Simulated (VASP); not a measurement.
# Quasi-harmonic expansion of CaO (Lime) (Fm-3m), part 4 of 6

Wanted: volume, bulk modulus and heat capacity of CaO (Lime) against temperature. The start is a cell from a database of measured crystal structures.

VASP 6.6.1; PBEsol; plane waves and PAW (Ca_sv, O).

So far. Step 7 (Force constants in the supercell, volume scale 1.02): The vibrational free energy is 28.2 meV/atom at 280 K.

**8. Static energy at fixed volume, volume scale 1.04**

System of this step: CaO (Lime). Symmetry: Fm-3m, No. 225, cubic system. Conventional cell: a = 4.839 Å, b = 4.839 Å, c = 4.839 Å, α = 90.00°, β = 90.00°, γ = 90.00°. Nearest to Ca lie 6 O at 2.42 Å. Nearest to O lie 6 Ca at 2.42 Å. Farther neighbours and most contacts between anions are not listed.

File INCAR:

```
SYSTEM = CaO
PREC = Accurate
ENCUT = 520
EDIFF = 1E-08
NELM = 100
ISMEAR = 0
SIGMA = 0.05
LREAL = .FALSE.
ALGO = Normal
GGA = PS
NBANDS = 14
LORBIT = 11
LWAVE = .FALSE.
LCHARG = .FALSE.
KPAR = 12
IBRION = 2
NSW = 30
ISIF = 4
EDIFFG = -0.002
```

File POSCAR:

```
CaO
1.0
    0.0000000000      2.4194848912      2.4194848912
    2.4194848912      0.0000000000      2.4194848912
    2.4194848912      2.4194848912      0.0000000000
Ca O
1 1
Direct
    0.0000000000      0.0000000000      0.0000000000
    0.5000000000      0.5000000000      0.5000000000
```

File KPOINTS:

```
Automatic mesh
0
Gamma
12 12 12
0 0 0
```

PAW data sets: Ca_sv and O (PBE family, release 64).

The run is started by

```console
> mpirun -np 12 vasp_std
```

Log:

```text
[... set-up lines as in an earlier step ...]
 entering main loop
       N       E                     dE             d eps       ncg     rms          rms(c)
DAV:   1     0.127790401327E+03    0.12779E+03   -0.84252E+03  2016   0.116E+03
DAV:   2    -0.901134163704E+01   -0.13680E+03   -0.12746E+03  2474   0.303E+02
DAV:   3    -0.147245672028E+02   -0.57132E+01   -0.56714E+01  2274   0.646E+01
DAV:   4    -0.149120558902E+02   -0.18749E+00   -0.18733E+00  2954   0.101E+01
[...]
DAV:  13    -0.133978146541E+02    0.33818E-06   -0.14454E-06  2200   0.147E-02    0.127E-03
DAV:  14    -0.133978147130E+02   -0.58908E-07   -0.13001E-07  3128   0.315E-03    0.229E-04
DAV:  15    -0.133978147211E+02   -0.81623E-08   -0.62701E-09  1352   0.797E-04
   1 F= -.13397815E+02 E0= -.13397815E+02  d E =-.133978E+02
[...]
reached required accuracy - stopping structural energy minimisation
```

Elapsed: 8 s, on 12 MPI ranks of Intel Xeon Platinum 8259CL at 2.50GHz (Skylake/Cascade Lake), shared host; peak memory 2.1 GiB.

Parts of OUTCAR (step 8):

```text
  Total       -0.7359770     -0.7359770     -0.7359770     -0.0000000      0.0000000      0.0000000
  in kB      -41.6270929    -41.6270929    -41.6270929     -0.0000000      0.0000000      0.0000000
  external PRESSURE =     -41.6270929 kB  Pullay stress =       0.0000000 kB

 POSITION                                       TOTAL-FORCE (eV/Angst)
 -----------------------------------------------------------------------------------
      0.00000      0.00000      0.00000        -0.000000      0.000000     -0.000000
      2.41948      2.41948      2.41948         0.000000     -0.000000      0.000000
 -----------------------------------------------------------------------------------
    total drift:                                0.000000      0.000000      0.000000

  FREE ENERGIE OF THE ION-ELECTRON SYSTEM (eV)
  ---------------------------------------------------
  free  energy   TOTEN  =       -13.3978147211 eV

  energy  without entropy=      -13.3978147211  energy(sigma->0) =      -13.39781472

[... 2 parts as in an earlier step ...]

[... 2 further parts left out ...]
[key lines of the parts left out:]
E-fermi :   2.4160
```

Little changed from the start: no atom moved by 0.005 Å and no cell edge by 0.1 %.

**9. Force constants in the supercell, volume scale 1.04**

System of this step: CaO (Lime). The cell holds 54 atoms: 27 Ca and 27 O. Cell: a = 10.265 Å, b = 10.265 Å, c = 10.265 Å, α = 60.0°, β = 60.0°, γ = 60.0°. It derives from CaO (Lime), repeated 3×3×3.

File INCAR:

```
SYSTEM = CaO
PREC = Accurate
ENCUT = 520
EDIFF = 1E-07
NELM = 100
ISMEAR = 0
SIGMA = 0.05
LREAL = .FALSE.
ALGO = Normal
GGA = PS
NBANDS = 264
LWAVE = .FALSE.
LCHARG = .FALSE.
KPAR = 4
IBRION = 6
NSW = 1
NFREE = 2
POTIM = 0.015
ISIF = 0
ADDGRID = .TRUE.
```

File POSCAR:

```
CaO
1.0
    0.0000000000      7.2584546736      7.2584546736
    7.2584546736      0.0000000000      7.2584546736
    7.2584546736      7.2584546736      0.0000000000
Ca O
27 27
Direct
    0.0000000000      0.0000000000      0.0000000000
    0.0000000000      0.0000000000      0.3333333333
    0.0000000000      0.0000000000      0.6666666667
    0.0000000000      0.3333333333      0.0000000000
    0.0000000000      0.3333333333      0.3333333333
    0.0000000000      0.3333333333      0.6666666667
    0.0000000000      0.6666666667      0.0000000000
    0.0000000000      0.6666666667      0.3333333333
    0.0000000000      0.6666666667      0.6666666667
    0.3333333333      0.0000000000      0.0000000000
    0.3333333333      0.0000000000      0.3333333333
    0.3333333333      0.0000000000      0.6666666667
    0.3333333333      0.3333333333      0.0000000000
    0.3333333333      0.3333333333      0.3333333333
    0.3333333333      0.3333333333      0.6666666667
    0.3333333333      0.6666666667      0.0000000000
    0.3333333333      0.6666666667      0.3333333333
    0.3333333333      0.6666666667      0.6666666667
    0.6666666667      0.0000000000      0.0000000000
    0.6666666667      0.0000000000      0.3333333333
    0.6666666667      0.0000000000      0.6666666667
    0.6666666667      0.3333333333      0.0000000000
    0.6666666667      0.3333333333      0.3333333333
    0.6666666667      0.3333333333      0.6666666667
    0.6666666667      0.6666666667      0.0000000000
    0.6666666667      0.6666666667      0.3333333333
    0.6666666667      0.6666666667      0.6666666667
    0.1666666667      0.1666666667      0.1666666667
    0.1666666667      0.1666666667      0.5000000000
    0.1666666667      0.1666666667      0.8333333333
    0.1666666667      0.5000000000      0.1666666667
    0.1666666667      0.5000000000      0.5000000000
    0.1666666667      0.5000000000      0.8333333333
    0.1666666667      0.8333333333      0.1666666667
    0.1666666667      0.8333333333      0.5000000000
    0.1666666667      0.8333333333      0.8333333333
    0.5000000000      0.1666666667      0.1666666667
    0.5000000000      0.1666666667      0.5000000000
    0.5000000000      0.1666666667      0.8333333333
    0.5000000000      0.5000000000      0.1666666667
    0.5000000000      0.5000000000      0.5000000000
    0.5000000000      0.5000000000      0.8333333333
    0.5000000000      0.8333333333      0.1666666667
    0.5000000000      0.8333333333      0.5000000000
    0.5000000000      0.8333333333      0.8333333333
    0.8333333333      0.1666666667      0.1666666667
    0.8333333333      0.1666666667      0.5000000000
    0.8333333333      0.1666666667      0.8333333333
    0.8333333333      0.5000000000      0.1666666667
    0.8333333333      0.5000000000      0.5000000000
    0.8333333333      0.5000000000      0.8333333333
    0.8333333333      0.8333333333      0.1666666667
    0.8333333333      0.8333333333      0.5000000000
    0.8333333333      0.8333333333      0.8333333333
```

File KPOINTS:

```
Automatic mesh
0
Gamma
2 2 2
0 0 0
```

The run is started by

```console
> mpirun -np 12 vasp_std
```

Log:

```text
[... set-up lines as in an earlier step ...]
 entering main loop
       N       E                     dE             d eps       ncg     rms          rms(c)
DAV:   1     0.540122827515E+04    0.54012E+04   -0.21767E+05  1584   0.168E+03
DAV:   2     0.230963905847E+03   -0.51703E+04   -0.50228E+04  1692   0.525E+02
DAV:   3    -0.366314650378E+03   -0.59728E+03   -0.59092E+03  2052   0.160E+02
DAV:   4    -0.400202253567E+03   -0.33888E+02   -0.33761E+02  2142   0.358E+01
[...]
DAV:  17    -0.361739768982E+03    0.34078E-06   -0.43293E-08  1116   0.512E-04    0.513E-04
DAV:  18    -0.361739769148E+03   -0.16555E-06   -0.37877E-08  1089   0.362E-04    0.115E-04
DAV:  19    -0.361739769127E+03    0.21144E-07   -0.75635E-09  1062   0.215E-04
   1 F= -.36173977E+03 E0= -.36173977E+03  d E =-.222267E-18
[...]
2 F= -.36173887E+03 E0= -.36173887E+03  d E =-.792275E-18
[...]
3 F= -.36173887E+03 E0= -.36173887E+03  d E =-.364951E-17
[...]
4 F= -.36173906E+03 E0= -.36173906E+03  d E =-.192696E-14
[...]
5 F= -.36173906E+03 E0= -.36173906E+03  d E =-.765230E-14
 Finite differences progress:
  Degree of freedom:   2/  2
  Displacement:        2/  2
  Total:               4/  4
```

It took 28 min on 12 MPI ranks; peak memory 14 GiB.

Parts of OUTCAR (step 9):

```text
 POSITION                                       TOTAL-FORCE (eV/Angst)
 -----------------------------------------------------------------------------------
      0.00000      0.00000      0.00000         0.000810      0.003473      0.003473
      2.41948      2.41948      0.00000        -0.015311      0.000000     -0.000015
      4.83897      4.83897      0.00000         0.000856      0.003456     -0.003456
      2.41948      0.00000      2.41948        -0.015311     -0.000015      0.000000
      4.83897      2.41948      2.41948        -0.003445      0.000000      0.000000
      7.25845      4.83897      2.41948         0.002866      0.004489      0.000000
      4.83897      0.00000      4.83897         0.000856     -0.003456      0.003456
      7.25845      2.41948      4.83897         0.002866      0.000000      0.004489
      9.67794      4.83897      4.83897        -0.000146     -0.000011     -0.000011
      0.00000      2.41948      2.41948        -0.005981      0.000000      0.000000
      2.41948      4.83897      2.41948        -0.015311      0.000015      0.000000
      4.83897      7.25845      2.41948         0.002908      0.004515      0.000000
      2.41948      2.41948      4.83897        -0.015311      0.000000      0.000015
      4.83897      4.83897      4.83897         0.000856      0.003456      0.003456
[...]
-----------------------------------------------------------------------------------
    total drift:                                0.000092      0.000000     -0.000003

  FREE ENERGIE OF THE ION-ELECTRON SYSTEM (eV)
  ---------------------------------------------------
  free  energy   TOTEN  =      -361.7390601435 eV

  energy  without entropy=     -361.7390601435  energy(sigma->0) =     -361.73906014

[... 1 part as in an earlier step ...]

[... 2 further parts left out ...]
[key lines of the parts left out:]
E-fermi :   2.3454
```

**10. Static energy at fixed volume, volume scale 0.98**

System of this step: CaO (Lime). Symmetry: Fm-3m, No. 225, cubic system. Conventional cell: a = 4.744 Å, b = 4.744 Å, c = 4.744 Å, α = 90.00°, β = 90.00°, γ = 90.00°. Ca has 6 O at 2.37 Å nearest. O has 6 Ca at 2.37 Å nearest. Farther neighbours and most contacts between anions are not listed.

File INCAR:

```
SYSTEM = CaO
PREC = Accurate
ENCUT = 520
EDIFF = 1E-08
NELM = 100
ISMEAR = 0
SIGMA = 0.05
LREAL = .FALSE.
ALGO = Normal
GGA = PS
NBANDS = 14
LORBIT = 11
LWAVE = .FALSE.
LCHARG = .FALSE.
KPAR = 12
IBRION = 2
NSW = 30
ISIF = 4
EDIFFG = -0.002
```

File POSCAR:

```
CaO
1.0
    0.0000000000      2.3720317249      2.3720317249
    2.3720317249      0.0000000000      2.3720317249
    2.3720317249      2.3720317249      0.0000000000
Ca O
1 1
Direct
    0.0000000000      0.0000000000      0.0000000000
    0.5000000000      0.5000000000      0.5000000000
```

File KPOINTS:

```
Automatic mesh
0
Gamma
12 12 12
0 0 0
```

The run is started by

```console
> mpirun -np 12 vasp_std
```

Log:

```text
[... set-up lines as in an earlier step ...]
 entering main loop
       N       E                     dE             d eps       ncg     rms          rms(c)
DAV:   1     0.126461323362E+03    0.12646E+03   -0.84786E+03  2016   0.118E+03
DAV:   2    -0.931171053654E+01   -0.13577E+03   -0.12731E+03  2528   0.305E+02
DAV:   3    -0.147654140592E+02   -0.54537E+01   -0.54141E+01  2318   0.641E+01
DAV:   4    -0.149311664703E+02   -0.16575E+00   -0.16564E+00  2908   0.955E+00
[...]
DAV:  13    -0.134065330512E+02    0.28240E-06   -0.10425E-06  2230   0.123E-02    0.101E-03
DAV:  14    -0.134065330839E+02   -0.32705E-07   -0.92966E-08  3148   0.262E-03    0.228E-04
DAV:  15    -0.134065330891E+02   -0.52153E-08   -0.50578E-09  1236   0.736E-04
   1 F= -.13406533E+02 E0= -.13406533E+02  d E =-.134065E+02
[...]
reached required accuracy - stopping structural energy minimisation
```

Wall time 6.4 s (12 MPI ranks); peak memory 2.1 GiB.

From OUTCAR (step 10):

```text
  Total        0.4058344      0.4058344      0.4058344     -0.0000000      0.0000000     -0.0000000
  in kB       24.3594758     24.3594758     24.3594758     -0.0000000      0.0000000     -0.0000000
  external PRESSURE =      24.3594758 kB  Pullay stress =       0.0000000 kB

 POSITION                                       TOTAL-FORCE (eV/Angst)
 -----------------------------------------------------------------------------------
      0.00000      0.00000      0.00000         0.000000      0.000000      0.000000
      2.37203      2.37203      2.37203         0.000000      0.000000     -0.000000
 -----------------------------------------------------------------------------------
    total drift:                                0.000000      0.000000      0.000000

  FREE ENERGIE OF THE ION-ELECTRON SYSTEM (eV)
  ---------------------------------------------------
  free  energy   TOTEN  =       -13.4065330891 eV

  energy  without entropy=      -13.4065330891  energy(sigma->0) =      -13.40653309

[... 2 parts as in an earlier step ...]

[... 2 further parts left out ...]
[key lines of the parts left out:]
E-fermi :   2.6572
```

Little changed from the start: no atom moved by 0.005 Å and no cell edge by 0.1 %.

**11. Force constants in the supercell, volume scale 0.98**

System of this step: CaO (Lime). The cell holds 54 atoms: 27 Ca and 27 O. Its edges and angles: a = 10.064 Å, b = 10.064 Å, c = 10.064 Å, α = 60.0°, β = 60.0°, γ = 60.0°. It derives from CaO (Lime), repeated 3×3×3.

File INCAR:

```
SYSTEM = CaO
PREC = Accurate
ENCUT = 520
EDIFF = 1E-07
NELM = 100
ISMEAR = 0
SIGMA = 0.05
LREAL = .FALSE.
ALGO = Normal
GGA = PS
NBANDS = 264
LWAVE = .FALSE.
LCHARG = .FALSE.
KPAR = 4
IBRION = 6
NSW = 1
NFREE = 2
POTIM = 0.015
ISIF = 0
ADDGRID = .TRUE.
```

File POSCAR:

```
CaO
1.0
    0.0000000000      7.1160951747      7.1160951747
    7.1160951747      0.0000000000      7.1160951747
    7.1160951747      7.1160951747      0.0000000000
Ca O
27 27
Direct
    0.0000000000      0.0000000000      0.0000000000
    0.0000000000      0.0000000000      0.3333333333
    0.0000000000      0.0000000000      0.6666666667
    0.0000000000      0.3333333333      0.0000000000
    0.0000000000      0.3333333333      0.3333333333
    0.0000000000      0.3333333333      0.6666666667
    0.0000000000      0.6666666667      0.0000000000
    0.0000000000      0.6666666667      0.3333333333
    0.0000000000      0.6666666667      0.6666666667
    0.3333333333      0.0000000000      0.0000000000
    0.3333333333      0.0000000000      0.3333333333
    0.3333333333      0.0000000000      0.6666666667
    0.3333333333      0.3333333333      0.0000000000
    0.3333333333      0.3333333333      0.3333333333
    0.3333333333      0.3333333333      0.6666666667
    0.3333333333      0.6666666667      0.0000000000
    0.3333333333      0.6666666667      0.3333333333
    0.3333333333      0.6666666667      0.6666666667
    0.6666666667      0.0000000000      0.0000000000
    0.6666666667      0.0000000000      0.3333333333
    0.6666666667      0.0000000000      0.6666666667
    0.6666666667      0.3333333333      0.0000000000
    0.6666666667      0.3333333333      0.3333333333
    0.6666666667      0.3333333333      0.6666666667
    0.6666666667      0.6666666667      0.0000000000
    0.6666666667      0.6666666667      0.3333333333
    0.6666666667      0.6666666667      0.6666666667
    0.1666666667      0.1666666667      0.1666666667
    0.1666666667      0.1666666667      0.5000000000
    0.1666666667      0.1666666667      0.8333333333
    0.1666666667      0.5000000000      0.1666666667
    0.1666666667      0.5000000000      0.5000000000
    0.1666666667      0.5000000000      0.8333333333
    0.1666666667      0.8333333333      0.1666666667
    0.1666666667      0.8333333333      0.5000000000
    0.1666666667      0.8333333333      0.8333333333
    0.5000000000      0.1666666667      0.1666666667
    0.5000000000      0.1666666667      0.5000000000
    0.5000000000      0.1666666667      0.8333333333
    0.5000000000      0.5000000000      0.1666666667
    0.5000000000      0.5000000000      0.5000000000
    0.5000000000      0.5000000000      0.8333333333
    0.5000000000      0.8333333333      0.1666666667
    0.5000000000      0.8333333333      0.5000000000
    0.5000000000      0.8333333333      0.8333333333
    0.8333333333      0.1666666667      0.1666666667
    0.8333333333      0.1666666667      0.5000000000
    0.8333333333      0.1666666667      0.8333333333
    0.8333333333      0.5000000000      0.1666666667
    0.8333333333      0.5000000000      0.5000000000
    0.8333333333      0.5000000000      0.8333333333
    0.8333333333      0.8333333333      0.1666666667
    0.8333333333      0.8333333333      0.5000000000
    0.8333333333      0.8333333333      0.8333333333
```

File KPOINTS:

```
Automatic mesh
0
Gamma
2 2 2
0 0 0
```

The run is started by

```console
> mpirun -np 12 vasp_std
```

Log:

```text
[... set-up lines as in an earlier step ...]
 entering main loop
       N       E                     dE             d eps       ncg     rms          rms(c)
DAV:   1     0.543624538813E+04    0.54362E+04   -0.21778E+05  1584   0.169E+03
DAV:   2     0.198285814029E+03   -0.52380E+04   -0.50787E+04  1728   0.531E+02
DAV:   3    -0.368488741931E+03   -0.56677E+03   -0.56180E+03  2034   0.161E+02
DAV:   4    -0.400940855538E+03   -0.32452E+02   -0.32350E+02  2160   0.357E+01
[...]
DAV:  14    -0.361976275951E+03    0.34832E-05   -0.57295E-05  2349   0.128E-02    0.510E-03
DAV:  15    -0.361976275183E+03    0.76850E-06   -0.61331E-06  1980   0.376E-03    0.113E-03
DAV:  16    -0.361976275179E+03    0.40600E-08   -0.33299E-07  1557   0.109E-03
   1 F= -.36197628E+03 E0= -.36197628E+03  d E =-.743612E-25
[...]
2 F= -.36197519E+03 E0= -.36197519E+03  d E =-.524999E-17
[...]
3 F= -.36197519E+03 E0= -.36197519E+03  d E =-.111444E-16
[...]
4 F= -.36197542E+03 E0= -.36197542E+03  d E =-.129360E-16
[...]
5 F= -.36197542E+03 E0= -.36197542E+03  d E =-.209706E-16
 Finite differences progress:
  Degree of freedom:   2/  2
  Displacement:        2/  2
  Total:               4/  4
```

It took 23 min on 12 MPI ranks; peak memory 14 GiB; 4.4 h of CPU time.

From OUTCAR (step 11):

```text
 POSITION                                       TOTAL-FORCE (eV/Angst)
 -----------------------------------------------------------------------------------
      0.00000      0.00000      0.00000         0.000907      0.003703      0.003703
      2.37203      2.37203      0.00000        -0.015008      0.000000      0.000038
      4.74406      4.74406      0.00000         0.000960      0.003685     -0.003685
      2.37203      0.00000      2.37203        -0.015008      0.000038      0.000000
      4.74406      2.37203      2.37203        -0.012423      0.000000      0.000000
      7.11610      4.74406      2.37203         0.003110      0.004833      0.000000
      4.74406      0.00000      4.74406         0.000960     -0.003685      0.003685
      7.11610      2.37203      4.74406         0.003110      0.000000      0.004833
      9.48813      4.74406      4.74406        -0.000171     -0.000012     -0.000012
      0.00000      2.37203      2.37203        -0.015513      0.000000      0.000000
      2.37203      4.74406      2.37203        -0.015008     -0.000038      0.000000
      4.74406      7.11610      2.37203         0.003162      0.004865      0.000000
      2.37203      2.37203      4.74406        -0.015008      0.000000     -0.000038
      4.74406      4.74406      4.74406         0.000960      0.003685      0.003685
[...]
-----------------------------------------------------------------------------------
    total drift:                               -0.000625     -0.000001     -0.000005

  FREE ENERGIE OF THE ION-ELECTRON SYSTEM (eV)
  ---------------------------------------------------
  free  energy   TOTEN  =      -361.9754245601 eV

  energy  without entropy=     -361.9754245601  energy(sigma->0) =     -361.97542456

[... 1 part as in an earlier step ...]

[... 2 further parts left out ...]
[key lines of the parts left out:]
E-fermi :   2.7125
```

Vibrational free energy against temperature:

```
temperature (K)  vibrational free energy (meV/atom)
              0                                55.0
             40                                55.0
            120                                53.3
            160                                50.5
            240                                40.6
            280                                33.6
            360                                16.0
            400                                5.67
            480                               -17.7
            520                               -30.7
            600                               -58.8
            640                               -73.8
            720                                -106
            760                                -123
            840                                -158
            880                                -176
            960                                -214
           1000                                -234
           1080                                -274
           1120                                -295
           1200                                -338
           1240                                -360
```

The vibrational free energy is 33.6 meV/atom at 280 K.

(Part 4 of 6 ends here.)

[Lines on the potential files, build, host, timing and source positions are cut from VASP's logs without a mark.]

[Logs are printed without paths, hosts, clocks, repeated set-up lines and the standing remarks that a program may print on its own settings, such as how far it seeks lower states.]

[Hosts, paths, dates, database ids (printed as entryN), source tags and the programs' standing remarks are cut or masked in the printed files.]

[In band tables of VASP the shares of atoms and orbitals are scaled to a sum of 1 inside the atoms' spheres.]
